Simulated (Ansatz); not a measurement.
# Structure optimisation: aluminium, bcc

These are results of DFT, revPBE, plane waves (420 eV) with PAW, scalar-relativistic (Ansatz 0.2.0), not measurements. (PAW data from PBE, frozen cores regenerated.)

k-point mesh 14×14×14, Fermi-Dirac smearing 0.1 eV, no spin polarisation. Cell and atoms relax.

Starting structure:

```yaml
crystal:
  lattice:
    - [-1.607076888, 1.607076888, 1.607076888]
    - [1.607076888, -1.607076888, 1.607076888]
    - [1.607076888, 1.607076888, -1.607076888]
  atoms:
    - { symbol: Al, position: [0.0, 0.0, 0.0] }
hamiltonian:
  xc: revpbe
  pseudopotentials:
    kind: paw
    azcp:
      Al: "pseudopotentials/Al.paw.azcp"
basis:
  ecutwfc: 420
  fft_grid_basis: typed
kpoints:
  mp_grid: { grid: [14, 14, 14], shift: [0, 0, 0] }
magnetization:
  spin_polarized: false
scf:
  occupations: { method: fermi_dirac, width: 0.1 }
relax:
  max_steps: 60
  f_tol: 0.01
  cell: {}
```

Question: What cell does the relaxation end in?

Answer: Im-3m with a = 3.252 Å; 17.20 Å³ per atom against 16.60 at the start (3.6 %).

Question: How much energy does the relaxation gain?

Answer: 4.7 meV per atom.

Path of the relaxation (the plane waves are chosen anew near the end, which can shift the energy a little):

| step | E − E(final) (meV/atom) | V (Å³/atom) | P (GPa) | max force (eV/Å) |
| --- | --- | --- | --- | --- |
| 0 | 4.72 | 16.602 | 2.59 | 0.000 |
| 1 | 0.29 | 17.225 | -0.10 | 0.000 |
| 2 | 0.27 | 17.202 | -0.01 | 0.000 |
| 3 | 0.00 | 17.202 | 0.02 | 0.000 |
